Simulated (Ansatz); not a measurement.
An Ansatz run on a 6-atom cell of HfSiO4 built on tetragonal HfO2 (relaxed group P-4m2) (it has left that coordination) left the output below. The geometry is the r2SCAN minimum.

Structure:
```
CELL_PARAMETERS angstrom
3.28569 0.00000 0.00000
0.00000 3.28569 0.00000
0.00000 0.00000 5.70050
ATOMIC_POSITIONS crystal
Hf 0.50000 0.50000 0.50000
Si 0.00000 0.00000 0.00000
O 0.50000 0.00000 0.67637
O 0.00000 0.50000 0.87796
O 0.00000 0.50000 0.32363
O 0.50000 0.00000 0.12204
```

Abridged output:
```
scf.n_extra_bands = 5 over 27 filled bands (N_el = 54.0): the run solves 32 bands
Pseudopotential: Hf, paw, valence charge 26, recommended cutoff 420 eV (normal)
Pseudopotential: Si, paw, valence charge 4, recommended cutoff 420 eV (normal)
Pseudopotential: O, paw, valence charge 6, recommended cutoff 420 eV (normal)
Functional definition: PBE
Crystal: 6 atoms, lattice volume = 61.541 Å³
Basis set: ecut = 420 eV, 1203 PW (Γ)
Bands: 32, of which v1, the nominal top of the filled ones, is band 27 counted from 1 (26 counted from 0)
Symmetry: 8 space group operations
Space group: P-4m2 (ITA 115)
k-points: 45 of 256 (time reversal used)
preconditioner: auto → none  [insulator: Δε(μ)=2.488 eV  σ=0.020 eV  ℏωp=34.1 eV]
SCF converged after 6 iterations
Free energy (F): -18632.297866 eV
Fermi energy:    12.775678 eV
--- Per-component energies (eV) ---
  E_band       = -20.943714
  E_kinetic    = 1177.324367
  E_local      = -7904.014803
  E_nonlocal   = -1028.121736
  E_hartree    = 3577.508374
  E_xc         = -653.026384
  E_vxc        = -693.464405
  E_paw        = -8075.810743
  E_vpaw       = 1272.291967
  E_ewald      = -5726.166991
--- Forces (eV/Å), atoms counted from 1 ---
  atom   1  Hf      0.00000      0.00000      0.00000
  atom   2  Si      0.00000      0.00000      0.00000
  atom   3  O       0.00000      0.00000      0.31574
  atom   4  O       0.00000      0.00000    -0.19921
  atom   5  O       0.00000      0.00000    -0.31574
  atom   6  O       0.00000      0.00000      0.19921
--- Stress (GPa, compression-positive) ---
        7.274332       0.000000       0.000000
        0.000000       7.274332       0.000000
        0.000000       0.000000       5.624384
  P = ⅓ Tr σ = 6.7243 GPa (67.243 kbar)
--- Band table (eV; the first three rows and the last of 45) ---
  k-point 0: bands = […, 8.7312, 9.7990, 9.7990, 10.9360, 11.2734, 11.2734, 14.0206, 17.6260, 17.6306, 18.2551, …]
  k-point 1: bands = […, 8.3569, 9.6001, 9.6001, 10.2670, 11.2961, 11.2961, 14.5030, 17.0206, 17.6299, 18.7877, …]
  k-point 2: bands = […, 8.4599, 9.3212, 9.3212, 9.4888, 11.3168, 11.3168, 15.0421, 16.4223, 17.6338, 18.9934, …]
  k-point 44: bands = […, 8.5476, 9.8295, 10.0627, 10.2781, 10.2781, 11.5293, 17.4616, 17.4616, 17.6477, 18.0211, …]
```

Problem. Which of these blocks stood in the input: relax, gw, phonons, dielectric, magnetization (spin_orbit)?

Solution. None of them. A single point prints forces and stress when the output block asks for them.

Problem. Which k mesh was typed?

Solution. 8×8×4, Γ-centred. Other answers can fit too; this one was computed.

Problem. How were the bands filled?

Solution. With smearing of width σ = 0.02 eV (Fermi-Dirac in this run).

Run as `ansatz run input.yaml --threads 4 --pin off --max-ram 6451MiB --backend cpu --events-out ev --progress --plain --runs-dir out`. Wall time 4.9 s on 4 threads of Arm Neoverse V1, with other jobs on the host, load about 0.3 per core; peak host memory 0.44 GiB.

These are computed values for a spin-unpolarised cell that may be hypothetical; none is a measurement.

No spin-orbit coupling is included; it can move band edges with weight on the heavy atoms by tenths of an eV.
